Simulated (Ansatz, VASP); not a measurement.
# MgB: VASP beside Ansatz

```
Mg B
1.0
     2.89515    0.00000    0.00000
     0.00000    2.89515    0.00000
     0.00000    0.00000    2.89515
Mg B
1 1
Cartesian
  0.0000 0.0000 0.0000
  1.4476 1.4476 1.4476
```

The cell was built by a generator and needn't be a form met in nature.

Alike in both runs: task single point; functional PBE; k mesh 8 × 8 × 8; occupations fermi-dirac, width 0.05 eV; no spin polarisation.

|  | VASP | Ansatz |
| --- | --- | --- |
| version | VASP 6.6.1 | Ansatz 0.2.0 |
| potentials or method | VASP PAW PBE potentials, release 64 (Mg, B) | Ansatz PAW |
| plane-wave cutoff (eV) | 520 | 420 |
| valence electrons in the cell | 5 | 13 |

Ansatz gave:

| Quantity | Value |
| --- | --- |
| gap on the k mesh at the Fermi level (eV) | none |
| pressure (GPa) | 0.5 |

**Question.** What did VASP give for the same quantities?

**Answer.** gap on the k mesh at the Fermi level (eV): none; pressure (GPa): 0.3.

A gap of «none» marks a metal or a gap that the smearing closes. With one functional, cell and mesh, what is left measures potentials, basis and numerics. The two sets of potentials don't hold the same shells in valence.
